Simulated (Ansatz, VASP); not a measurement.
**Y in VASP and in Ansatz**

```xyz
1
Lattice="-2.0978 2.0978 2.0978 2.0978 -2.0978 2.0978 2.0978 2.0978 -2.0978" Properties=species:S:1:pos:R:3 pbc="T T T"
Y     0.0000    0.0000    0.0000
```

Alike in both runs: task relaxation of cell and atoms; functional r2SCAN; k mesh 14 × 14 × 14; occupations gaussian, width 0.1 eV; no spin polarisation.

```csv
,VASP,Ansatz
version,VASP 6.6.1,Ansatz 0.2.0
potentials or method,"VASP PAW PBE potentials, release 64 (Y_sv)","scalar-relativistic, plane waves, PAW"
plane-wave cutoff (eV),600,500
valence electrons in the cell,11,11
```

```tsv
	VASP	Ansatz	Ansatz less VASP
gap on the k mesh at the Fermi level, each at its own relaxed structure (eV)	none	none	-
relaxed volume (Å³/atom)	33.67	33.61	-0.062
relaxed cell length with the largest relative difference (Å)	3.523	3.521	-0.0022
energy change over the relaxation (meV/atom)	-34	-36	-1.4
```

A gap of «none» marks a metal or a gap that the smearing closes.

Caveats: the PAW data sets were made with another functional, which shifts forces and pressure a little (VASP).
